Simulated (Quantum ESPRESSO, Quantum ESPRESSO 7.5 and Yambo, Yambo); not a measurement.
## A GW chain in Yambo: WS2 (2H monolayer)

Wanted: ground state, empty states, screening and self-energy for WS2 (2H monolayer).

Method: PBE and many-body steps on it, plane waves, in Quantum ESPRESSO 7.5 and Yambo 5.3.0.

**What was measured.**

- Gap 2.27 eV: quasiparticle gap, capped by bilayer graphene, n=1 energy plus inferred exciton binding energy; reflectance contrast spectroscopy with empirical scaling; 70 K; monolayer (exfoliated monolayer covered with bilayer graphene) on fused silica (“Coulomb engineering of the bandgap and excitons in two-dimensional materials”, 2017, pmc:5418602).

- Gap 2.72 eV: quasiparticle gap from STS in WS2 area away from isolated Mo atoms; STS; 87 K; monolayer on graphite (“Microscopic basis for the band engineering of Mo1−xWxS2-based heterojunction”, 2015, pmc:4595798).

- Gap 2.14 eV: transport (quasiparticle) gap of monolayer from electron and hole threshold voltage difference; ionic liquid gated FET transport; 240 K; monolayer (exfoliated monolayer on SiO2/Si covered by DEME-TFSI ionic liquid) (“Mono- and Bilayer WS2 Light-Emitting Transistors”, 2014, arxiv:1403.7551).

- Gap 1.97 eV: optical gap from PL emission peak (excitonic); photoluminescence; monolayer (CVD-grown single-crystal monolayer nucleated on Au dot on SiO2/Si) on SiO2/Si (“Nucleation dynamics of single crystal WS2 from droplet precursors uncovered by in-situ monitoring”, 2019, pmc:6736981).

- Gap 1.93 eV: optical gap, neutral exciton photoluminescence peak; photoluminescence, Lorentzian fit; 300 K; monolayer (CVD islands on graphene/SiC, ambient conditions) on single-layer and bilayer graphene on 6H-SiC(0001) (“Nanoscale mapping of quasiparticle band alignment”, 2019, pmc:6650412).

This is a selection; 30 further reports are not listed.

## Step 1: The starting structure

The cell holds 3 atoms: 1 W and 2 S. Cell: a = 3.187 Å, b = 3.187 Å, c = 16.000 Å, α = 90.0°, β = 90.0°, γ = 120.0°. Vacuum lies along c.

The structure was relaxed with PBE. The runs that relaxed it are not among those shown.

## Step 2: Ground state

This step: Quantum ESPRESSO 7.5; DFT, PBE with spin-orbit coupling, plane waves, norm-conserving pseudopotentials.

The ground-state density comes first.

Input file pw.in:

```
&control
  calculation = 'scf'
  prefix = 'x'
  outdir = 'o'
  pseudo_dir = 'pseudo'
/
&system
  ibrav = 0
  nat = 3
  ntyp = 2
  ecutwfc = 62.0
  nbnd = 36
  force_symmorphic = .true.
  noncolin = .true.
  lspinorb = .true.
/
&electrons
  conv_thr = 1e-10
  electron_maxstep = 80
  mixing_beta = 0.5
/
ATOMIC_SPECIES
  W 183.84 W.upf
  S 32.06 S.upf
CELL_PARAMETERS angstrom
  3.1869316516 0.0000000001 0.0000000000
  -1.5934658259 2.7599637703 0.0000000000
  0.0000000000 0.0000000000 16.0000000000
ATOMIC_POSITIONS crystal
  W 0.3333333333 0.6666666667 0.5000000000
  S 0.6666666667 0.3333333333 0.5982131499
  S 0.6666666667 0.3333333333 0.4017868501
K_POINTS automatic
  12 12 1 0 0 0
```

Run with:

```bash
> OMP_NUM_THREADS=1 mpirun -n 4 pw.x -nk 4 -in pw.in > pw.out
```

The program printed:

```text
Program PWSCF v.7.5 starts

     This program is part of the open-source Quantum ESPRESSO suite
     for quantum simulation of materials; please cite
         "P. Giannozzi et al., J. Phys.:Condens. Matter 21 395502 (2009);
         "P. Giannozzi et al., J. Phys.:Condens. Matter 29 465901 (2017);
         "P. Giannozzi et al., J. Chem. Phys. 152 154105 (2020);
     in publications or presentations arising from this work. More details at
     Message from routine setup:
     using ibrav=0 with symmetry is DISCOURAGED, use correct ibrav instead

     G-vector sticks info

     bravais-lattice index     =            0
     lattice parameter (alat)  =       6.0224  a.u.
     unit-cell volume          =     949.7137 (a.u.)^3
     number of atoms/cell      =            3
     number of atomic types    =            2
     number of electrons       =        26.00
     number of Kohn-Sham states=           36
     kinetic-energy cutoff     =      62.0000  Ry
     charge density cutoff     =     248.0000  Ry
     scf convergence threshold =      1.0E-10
     mixing beta               =       0.5000
     number of iterations used =            8  plain     mixing
     Exchange-correlation= PBE
                           (   1   4   3   4   0   0   0)
     Non magnetic calculation with spin-orbit

     celldm(1)=   6.022428  celldm(2)=   0.000000  celldm(3)=   0.000000
     celldm(4)=   0.000000  celldm(5)=   0.000000  celldm(6)=   0.000000

     crystal axes: (cart. coord. in units of alat)
               a(1) = (   1.000000   0.000000   0.000000 )
               a(2) = (  -0.500000   0.866025   0.000000 )
               a(3) = (   0.000000   0.000000   5.020503 )

     reciprocal axes: (cart. coord. in units 2 pi/alat)
               b(1) = (  1.000000  0.577350 -0.000000 )
               b(2) = ( -0.000000  1.154701  0.000000 )
               b(3) = (  0.000000 -0.000000  0.199183 )
     Pseudo is Norm-conserving + core correction, Zval = 14.0
     Generated using ONCVPSP code by D. R. Hamann
     Using radial grid of 1396 points, 14 beta functions with:
     Pseudo is Norm-conserving + core correction, Zval =  6.0
     Generated using ONCVPSP code by D. R. Hamann
     Using radial grid of 1146 points, 10 beta functions with:
     W                14.00   183.84000     W ( 1.00)
     S                 6.00    32.06000     S ( 1.00)

     12 Sym. Ops. (no inversion) found

   Cartesian axes

     site n.     atom                  positions (alat units)
         1        W      tau(   1) = (  -0.0000000   0.5773503   2.5102515  )
         2        S      tau(   2) = (   0.5000000   0.2886751   3.0033309  )
         3        S      tau(   3) = (   0.5000000   0.2886751   2.0171721  )

     number of k points=    19
                       cart. coord. in units 2pi/alat
        k(    1) = (   0.0000000   0.0000000   0.0000000), wk =   0.0069444
        k(    2) = (  -0.0000000   0.0962250   0.0000000), wk =   0.0416667
        k(    3) = (  -0.0000000   0.1924501   0.0000000), wk =   0.0416667
        k(    4) = (  -0.0000000   0.2886751   0.0000000), wk =   0.0416667
        k(    5) = (  -0.0000000   0.3849002   0.0000000), wk =   0.0416667
        k(    6) = (  -0.0000000   0.4811252   0.0000000), wk =   0.0416667
        k(    7) = (   0.0000000  -0.5773503   0.0000000), wk =   0.0208333
        k(    8) = (   0.0833333   0.1443376   0.0000000), wk =   0.0416667
        k(    9) = (   0.0833333   0.2405626   0.0000000), wk =   0.0833333
        k(   10) = (   0.0833333   0.3367877   0.0000000), wk =   0.0833333
     [... 7 further rows ...]
        k(   18) = (   0.2500000   0.5292377   0.0000000), wk =   0.0833333
        k(   19) = (   0.3333333   0.5773503   0.0000000), wk =   0.0138889

     Dense  grid:    62407 G-vectors     FFT dimensions: (  32,  32, 160)

     Initial potential from superposition of free atoms

     starting charge      25.9994, renormalised to      26.0000
     Starting wfcs are   36 randomized atomic wfcs

     per-process dynamical memory:   132.7 Mb

     Self-consistent Calculation

     iteration #  1     ecut=    62.00 Ry     beta= 0.50

     Threshold (ethr) on eigenvalues was too large:
     Diagonalizing with lowered threshold

     total energy              =    -196.30634771 Ry
     estimated scf accuracy    <       0.09362864 Ry

     iteration #  2     ecut=    62.00 Ry     beta= 0.50

     total energy              =    -196.31659674 Ry
     estimated scf accuracy    <       0.02192737 Ry

     iteration #  3     ecut=    62.00 Ry     beta= 0.50

     total energy              =    -196.32026744 Ry
     estimated scf accuracy    <       0.02921762 Ry

     iteration #  4     ecut=    62.00 Ry     beta= 0.50

     total energy              =    -196.32409294 Ry
     estimated scf accuracy    <       0.00071197 Ry

     iteration #  5     ecut=    62.00 Ry     beta= 0.50

     total energy              =    -196.32420802 Ry
     estimated scf accuracy    <       0.00031001 Ry

     iteration #  6     ecut=    62.00 Ry     beta= 0.50

     total energy              =    -196.32424156 Ry
     estimated scf accuracy    <       0.00001062 Ry

     iteration #  7     ecut=    62.00 Ry     beta= 0.50

     total energy              =    -196.32424627 Ry
     estimated scf accuracy    <       0.00000224 Ry

     iteration #  8     ecut=    62.00 Ry     beta= 0.50

     total energy              =    -196.32424627 Ry
     estimated scf accuracy    <       0.00000046 Ry

     iteration #  9     ecut=    62.00 Ry     beta= 0.50

     total energy              =    -196.32424641 Ry
     estimated scf accuracy    <       0.00000007 Ry

     iteration # 10     ecut=    62.00 Ry     beta= 0.50

     total energy              =    -196.32424641 Ry
     estimated scf accuracy    <       0.00000001 Ry

     iteration # 11     ecut=    62.00 Ry     beta= 0.50

     total energy              =    -196.32424642 Ry
     estimated scf accuracy    <          4.0E-10 Ry

     iteration # 12     ecut=    62.00 Ry     beta= 0.50

     total energy              =    -196.32424642 Ry
     estimated scf accuracy    <          4.0E-10 Ry

     iteration # 13     ecut=    62.00 Ry     beta= 0.50

     End of self-consistent calculation

          k = 0.0000 0.0000 0.0000 (  7833 PWs)   bands (ev):

   -73.1780 -73.1780 -44.5551 -44.5551 -34.8290 -34.8290 -34.6843 -34.6843
   -14.0780 -14.0780 -12.4561 -12.4561  -5.6680  -5.6680  -2.3316  -2.3316
    -2.0690  -2.0690  -1.4557  -1.4557  -1.0749  -1.0749  -0.8588  -0.8588
     0.6364   0.6364   3.4433   3.4433   3.4742   3.4742   3.7588   3.7588
     3.7659   3.7659   5.5828   5.5828

          k =-0.0000 0.0962 0.0000 (  7843 PWs)   bands (ev):

   -73.1769 -73.1769 -44.5593 -44.5593 -34.8315 -34.8315 -34.7020 -34.7020
   -13.9650 -13.9650 -12.4143 -12.4143  -5.5323  -5.5323  -2.5319  -2.5319
    -2.0610  -2.0610  -1.8505  -1.8505  -1.1525  -1.1525  -0.7582  -0.7582
     0.5741   0.5741   3.2795   3.2795   3.4684   3.4684   3.6087   3.6087
     3.8253   3.8253   5.8755   5.8755

          k =-0.0000 0.1925 0.0000 (  7875 PWs)   bands (ev):

   -73.1739 -73.1739 -44.5707 -44.5707 -34.8436 -34.8436 -34.7449 -34.7449
   -13.6431 -13.6431 -12.2953 -12.2953  -5.1671  -5.1671  -3.1902  -3.1902
    -2.5018  -2.5018  -1.7896  -1.7896  -1.5445  -1.5445  -0.7602  -0.7602
     0.3057   0.3057   2.9391   2.9391   3.3796   3.3796   3.4970   3.4970
     4.2648   4.2648   6.3561   6.3561

          k =-0.0000 0.2887 0.0000 (  7885 PWs)   bands (ev):

     [... further k-points ...]

     highest occupied, lowest unoccupied level (ev):     0.8718    2.4273

!    total energy              =    -196.32424642 Ry
     estimated scf accuracy    <          2.0E-11 Ry

     The total energy is the sum of the following terms:
     one-electron contribution =    -783.74526875 Ry
     hartree contribution      =     392.48833925 Ry
     xc contribution           =     -45.97528947 Ry
     ewald contribution        =     240.90797255 Ry

     convergence has been achieved in  13 iterations

     XML data file, charge density, pseudopotentials, collected wavefunctions

=------------------------------------------------------------------------------=
   JOB DONE.
=------------------------------------------------------------------------------=
```

It took 88 s on 4 MPI ranks of Intel Xeon 6975P-C (Granite Rapids), shared host; peak memory 0.91 GiB; 5.8 min of CPU time.

Numbers from this step:

* total energy: -2671.1274 eV
* gap: 1.555 eV
* k of the valence top: 0.3333, 0.3333, 0
* k of the conduction bottom: 0.3333, 0.3333, 0
* least direct gap: 1.555 eV

The gap is direct, at (0.333, 0.333, 0.000).

## Step 3: Bands along the symmetry lines

The cheap functional maps the bands first; the places of the edges decide which points the dearer methods must see.

Input file pw.in:

```
&control
  calculation = 'bands'
  prefix = 'x'
  outdir = 'o'
  pseudo_dir = 'pseudo'
/
&system
  ibrav = 0
  nat = 3
  ntyp = 2
  ecutwfc = 62.0
  nbnd = 38
  force_symmorphic = .true.
  noncolin = .true.
  lspinorb = .true.
/
&electrons
  conv_thr = 1e-9
  electron_maxstep = 80
  diago_full_acc = .true.
  diago_thr_init = 5e-6
/
ATOMIC_SPECIES
  W 183.84 W.upf
  S 32.06 S.upf
CELL_PARAMETERS angstrom
  3.1869316516 0.0000000001 0.0000000000
  -1.5934658259 2.7599637703 0.0000000000
  0.0000000000 0.0000000000 16.0000000000
ATOMIC_POSITIONS crystal
  W 0.3333333333 0.6666666667 0.5000000000
  S 0.6666666667 0.3333333333 0.5982131499
  S 0.6666666667 0.3333333333 0.4017868501
K_POINTS crystal
  25
  0.00000000 0.00000000 0.00000000 1
  0.06250000 0.00000000 0.00000000 1
  0.12500000 0.00000000 0.00000000 1
  0.18750000 0.00000000 0.00000000 1
  0.25000000 0.00000000 0.00000000 1
  0.31250000 0.00000000 0.00000000 1
  0.37500000 0.00000000 0.00000000 1
  0.43750000 0.00000000 0.00000000 1
  0.50000000 0.00000000 0.00000000 1
  0.47916667 0.04166667 0.00000000 1
  0.45833333 0.08333333 0.00000000 1
  0.43750000 0.12500000 0.00000000 1
  0.41666666 0.16666666 0.00000000 1
  0.39583333 0.20833333 0.00000000 1
  0.37500000 0.25000000 0.00000000 1
  0.35416666 0.29166666 0.00000000 1
  0.33333333 0.33333333 0.00000000 1
  0.29166666 0.29166666 0.00000000 1
  0.25000000 0.25000000 0.00000000 1
  0.20833333 0.20833333 0.00000000 1
  0.16666666 0.16666666 0.00000000 1
  0.12500000 0.12500000 0.00000000 1
  0.08333333 0.08333333 0.00000000 1
  0.04166667 0.04166667 0.00000000 1
  0.00000000 0.00000000 0.00000000 1
```

The program printed:

```text
[banner, memory and clock lines left out]
Program PWSCF v.7.5 starts

     Atomic positions and unit cell read from directory:
     o/x.save/

     Message from routine setup:
     using ibrav=0 with symmetry is DISCOURAGED, use correct ibrav instead

     G-vector sticks info

     bravais-lattice index     =            0
     lattice parameter (alat)  =       6.0224  a.u.
     unit-cell volume          =     949.7137 (a.u.)^3
     number of atoms/cell      =            3
     number of atomic types    =            2
     number of electrons       =        26.00
     number of Kohn-Sham states=           38
     kinetic-energy cutoff     =      62.0000  Ry
     charge density cutoff     =     248.0000  Ry
     Exchange-correlation= PBE
                           (   1   4   3   4   0   0   0)
     Non magnetic calculation with spin-orbit

     celldm(1)=   6.022428  celldm(2)=   0.000000  celldm(3)=   0.000000
     celldm(4)=   0.000000  celldm(5)=   0.000000  celldm(6)=   0.000000

     crystal axes: (cart. coord. in units of alat)
               a(1) = (   1.000000   0.000000   0.000000 )
               a(2) = (  -0.500000   0.866025   0.000000 )
               a(3) = (   0.000000   0.000000   5.020503 )

     reciprocal axes: (cart. coord. in units 2 pi/alat)
               b(1) = (  1.000000  0.577350 -0.000000 )
               b(2) = ( -0.000000  1.154701  0.000000 )
               b(3) = (  0.000000 -0.000000  0.199183 )
     Pseudo is Norm-conserving + core correction, Zval = 14.0
     Generated using ONCVPSP code by D. R. Hamann
     Using radial grid of 1396 points, 14 beta functions with:
     Pseudo is Norm-conserving + core correction, Zval =  6.0
     Generated using ONCVPSP code by D. R. Hamann
     Using radial grid of 1146 points, 10 beta functions with:
     W                14.00   183.84000     W ( 1.00)
     S                 6.00    32.06000     S ( 1.00)

     12 Sym. Ops. (no inversion) found

   Cartesian axes

     site n.     atom                  positions (alat units)
         1        W      tau(   1) = (  -0.0000000   0.5773503   2.5102515  )
         2        S      tau(   2) = (   0.5000000   0.2886751   3.0033309  )
         3        S      tau(   3) = (   0.5000000   0.2886751   2.0171721  )

     number of k points=    25
                       cart. coord. in units 2pi/alat
        k(    1) = (   0.0000000   0.0000000   0.0000000), wk =   0.0400000
        k(    2) = (   0.0625000   0.0360844   0.0000000), wk =   0.0400000
        k(    3) = (   0.1250000   0.0721688   0.0000000), wk =   0.0400000
[...]
[... 13 further rows ...]
        k(   24) = (   0.0416667   0.0721688   0.0000000), wk =   0.0400000
        k(   25) = (   0.0000000   0.0000000   0.0000000), wk =   0.0400000

     Dense  grid:    62407 G-vectors     FFT dimensions: (  32,  32, 160)

     The potential is recalculated from file :
     o/x.save/charge-density

     Starting wfcs are   36 randomized atomic wfcs +    2 random wfcs

     Band Structure Calculation

     End of band structure calculation

          k = 0.0000 0.0000 0.0000 (  7833 PWs)   bands (ev):

   -73.1780 -73.1780 -44.5551 -44.5551 -34.8289 -34.8289 -34.6842 -34.6842
   -14.0780 -14.0780 -12.4561 -12.4561  -5.6679  -5.6679  -2.3315  -2.3315
    -2.0689  -2.0689  -1.4557  -1.4557  -1.0749  -1.0749  -0.8588  -0.8587
[...]
3.7659   3.7659   5.5828   5.5829   6.2033   6.2034

          k = 0.0625 0.0361 0.0000 (  7839 PWs)   bands (ev):

[...]
3.7767   3.7767   5.7673   5.7673   6.2658   6.4102

          k = 0.1250 0.0722 0.0000 (  7867 PWs)   bands (ev):

[...]
4.0154   4.0154   6.1059   6.1059   6.4909   6.4910

[...]
k = 0.0417 0.0722 0.0000 (  7841 PWs)   bands (ev):

[...]
3.7415   3.8353   5.8156   5.8182   6.2914   6.4817

          k = 0.0000 0.0000 0.0000 (  7833 PWs)   bands (ev):

[...]
-2.0689  -2.0689  -1.4557  -1.4556  -1.0749  -1.0749  -0.8588  -0.8587
     0.6364   0.6364   3.4433   3.4433   3.4742   3.4742   3.7588   3.7588
     3.7659   3.7659   5.5828   5.5829   6.2033   6.2034

     XML data file, pseudopotentials, collected wavefunctions
```

Wall time 32 s (4 MPI ranks); peak memory 0.6 GiB.

Numbers from this step:

```yaml
gap: 1.555 eV
k_of_the_valence_top: 0.3333, 0.3333, 0
k_of_the_conduction_bottom: 0.3333, 0.3333, 0
least_direct_gap: 1.555 eV
```

The gap is 1.555 eV, as in the run before at this level.

The electronic bands at the labelled points (eV, zero at the top of the highest filled band):

| point | band 23 | band 24 | band 25 | band 26 | band 27 | band 28 | band 29 | band 30 |
| --- | --- | --- | --- | --- | --- | --- | --- | --- |
| Γ | -1.73 | -1.73 | -0.24 | -0.24 | 2.57 | 2.57 | 2.60 | 2.60 |
| halfway | -1.87 | -1.87 | -1.05 | -1.05 | 2.01 | 2.01 | 2.38 | 2.38 |
| M | -1.55 | -1.55 | -1.09 | -1.09 | 2.53 | 2.53 | 3.09 | 3.09 |
| halfway | -2.36 | -2.36 | -0.82 | -0.49 | 2.18 | 2.38 | 3.03 | 3.48 |
| K | -2.63 | -2.56 | -0.43 | 0.00 | 1.56 | 1.59 | 3.09 | 3.11 |
| halfway | -1.62 | -1.56 | -1.18 | -0.95 | 1.65 | 1.92 | 2.50 | 2.52 |
| Γ | -1.73 | -1.73 | -0.24 | -0.24 | 2.57 | 2.57 | 2.60 | 2.60 |

(Part 1 of 3 ends here.)

[Paths, hosts, dates, memory and timing lines, banners, echoed tables and standing remarks are left out of the program output.]

[Logs are printed without paths, hosts, clocks, repeated set-up lines and the standing remarks that a program may print on its own settings, such as how far it seeks lower states.]

[Runs of the session that timed out or met a known fault of the program may be left out.]

[Hosts, paths, dates, database ids (printed as entryN), source tags and the programs' standing remarks are cut or masked in the printed files.]
